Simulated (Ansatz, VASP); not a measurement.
Two plane-wave programs on TiS2

Contents of POSCAR:

```
TiS2
1.0
    3.5340653435      0.0000000000      0.0000000000
   -1.7670326717      3.0605903661      0.0000000000
    0.0000000000      0.0000000000      5.7387203108
Ti S
1 2
Direct
    0.0000000000      0.0000000000      0.0000000000
    0.3333333333      0.6666666667      0.2366340461
    0.6666666667      0.3333333333      0.7633659539
```

The input INCAR.step1:

```
SYSTEM = TiS2
PREC = Accurate
ENCUT = 520
ISMEAR = -1
SIGMA = 0.02
LREAL = .FALSE.
LASPH = .TRUE.
NELM = 100
NBANDS = 19
GGA = PE
ALGO = Normal
EDIFF = 1E-4
LWAVE = .TRUE.
LCHARG = .FALSE.
```

INCAR.step2

```
SYSTEM = TiS2
PREC = Accurate
ENCUT = 520
EDIFF = 1E-6
ISMEAR = -1
SIGMA = 0.02
LREAL = .FALSE.
LASPH = .TRUE.
NELM = 100
ALGO = Normal
ISIF = 2
LWAVE = .FALSE.
LCHARG = .FALSE.
METAGGA = R2SCAN
LMIXTAU = .TRUE.
NBANDS = 19
ISTART = 1
```

Contents of KPOINTS:

```
Automatic mesh
0
G
  12 12 4
  0 0 0
```

Input for Ansatz:

```yaml
crystal:
  lattice:
    - [3.5340653435, 0.0, 0.0]
    - [-1.7670326717, 3.0605903661, 0.0]
    - [0.0, 0.0, 5.7387203108]
  atoms:
    - { symbol: Ti, position: [0.0, 0.0, 0.0] }
    - { symbol: S, position: [0.3333333333, 0.6666666667, 0.2366340461] }
    - { symbol: S, position: [0.6666666667, 0.3333333333, 0.7633659539] }
kpoints:
  mp_grid: { grid: [12, 12, 4] }
  band_path:
    path:
      - [0.0, 0.0, 0.0]
      - [0.5, 0.0, 0.0]
      - [0.3333333333, 0.3333333333, 0.0]
      - [0.0, 0.0, 0.5]
      - [0.5, 0.0, 0.5]
      - [0.3333333333, 0.3333333333, 0.5]
      - [-0.088542, 0.041667, 0.0]
      - [0.0, 0.5, 0.5]
    npoints: 1
hamiltonian:
  xc: r2scan
scf:
  occupations: { method: fermi_dirac, width: 0.02 }
  n_extra_bands: 4
output:
  forces: true
  stress: true
  eigenvalues: true
  write_density: true
  write_potential: true
  elf: true
  volumetric_format: npy
```

Change from the starting cell: biaxial_xy strain +3.6%.

Alike in both runs: task single point; functional r2SCAN; k mesh 12 × 12 × 4; occupations fermi-dirac, width 0.02 eV; no spin polarisation.

|  | VASP | Ansatz |
| --- | --- | --- |
| version | VASP 6.6.1 | Ansatz 0.2.0 |
| potentials or method | VASP PAW PBE potentials, release 64 (Ti_sv, S) | plane waves, PAW |
| plane-wave cutoff (eV) | 520 | 500 |
| valence electrons in the cell | 24 | 24 |

VASP gave:

| Item | Value |
| --- | --- |
| pressure (GPa) | -3.2 |
| largest component of the traceless stress (GPa) | 3.54 |
| rms of the force components (eV/Å) | 0.012 |

**Question.** Estimate Ansatz's values.

**Answer.** Pressure (GPa): -3.2; largest component of the traceless stress (GPa): 3.55; rms of the force components (eV/Å): 0.019.

Atom by atom the forces differ by 0.007 eV/Å (rms over components).

Caveats: the PAW data sets were made with another functional, which shifts forces and pressure a little (VASP). A k mesh can miss the band edges.
